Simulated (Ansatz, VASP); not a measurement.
## One calculation of Rh, two programs

Contents of INCAR:

```
SYSTEM = Rh
ALGO = Fast ; DIPOL = 0.5 0.5 0.269
EDIFF = 1E-7 ; ENCUT = 520
GGA = PE ; IDIPOL = 3
ISIF = 2 ; ISMEAR = 0
LASPH = .TRUE. ; LCHARG = .FALSE.
LDIPOL = .TRUE. ; LREAL = .FALSE.
LWAVE = .FALSE. ; NBANDS = 102
NELM = 80 ; PREC = Accurate
SIGMA = 0.1
```

KPOINTS

```
k-points
0
G
  5 5 1
  0 0 0
```

File POSCAR:

```
Rh
1.0
    5.4163401137      0.0000000000      0.0000000000
    0.0000000000      5.4163401137      0.0000000000
    0.0000000000      0.0000000000     21.6737366391
Rh
12
Direct
    0.2500000000      0.2500000000      0.1845551631
    0.2500000000      0.7500000000      0.1845551631
    0.7500000000      0.2500000000      0.1845551631
    0.7500000000      0.7500000000      0.1845551631
    0.0000000000      0.0000000000      0.2693761940
    0.0000000000      0.5000000000      0.2693761940
    0.5000000000      0.0000000000      0.2693761940
    0.5000000000      0.5000000000      0.2693761940
    0.2500000000      0.2500000000      0.3540569292
    0.2500000000      0.7500000000      0.3540569292
    0.7500000000      0.2500000000      0.3540569292
    0.7500000000      0.7500000000      0.3540569292
```

Input for Ansatz:

```yaml
crystal:
  lattice:
    - [5.4163401137, 0.0, 0.0]
    - [0.0, 5.4163401137, 0.0]
    - [0.0, 0.0, 21.6737366391]
  atoms:
    - { symbol: Rh, position: [0.25, 0.25, 0.1845551631] }
    - { symbol: Rh, position: [0.25, 0.75, 0.1845551631] }
    - { symbol: Rh, position: [0.75, 0.25, 0.1845551631] }
    - { symbol: Rh, position: [0.75, 0.75, 0.1845551631] }
    - { symbol: Rh, position: [0.0, 0.0, 0.269376194] }
    - { symbol: Rh, position: [0.0, 0.5, 0.269376194] }
    - { symbol: Rh, position: [0.5, 0.0, 0.269376194] }
    - { symbol: Rh, position: [0.5, 0.5, 0.269376194] }
    - { symbol: Rh, position: [0.25, 0.25, 0.3540569292] }
    - { symbol: Rh, position: [0.25, 0.75, 0.3540569292] }
    - { symbol: Rh, position: [0.75, 0.25, 0.3540569292] }
    - { symbol: Rh, position: [0.75, 0.75, 0.3540569292] }
basis:
  ecutwfc: 420
kpoints:
  mp_grid: { grid: [5, 5, 1] }
hamiltonian:
  xc: pbe
scf:
  occupations: { method: gaussian, width: 0.1 }
output:
  forces: true
  eigenvalues: true
efield:
  axis: 3
  dipole_correction: true
  ramp_width: 0.04
```

Alike in both runs: task single point; functional PBE; k mesh 5 × 5 × 1; occupations gaussian, width 0.1 eV; no spin polarisation.

|  | VASP | Ansatz |
| --- | --- | --- |
| version | VASP 6.6.1 | Ansatz 0.2.0 |
| potentials or method | VASP PAW PBE potentials, release 64 (Rh_pv) | scalar-relativistic, plane waves, PAW |
| plane-wave cutoff (eV) | 520 | 420 |
| valence electrons in the cell | 180 | 204 |

```tsv
	VASP	Ansatz	Ansatz less VASP
gap on the k mesh at the Fermi level (eV)	none	none	-
rms of the force components (eV/Å)	0.014	0.015	+0.0009
work function, face that differs most (eV)	4.84	4.92	+0.077
```

Atom by atom the forces differ by 0.001 eV/Å (rms over components). A gap of «none» marks a metal or a gap that the smearing closes. The two sets of potentials don't hold the same shells in valence.
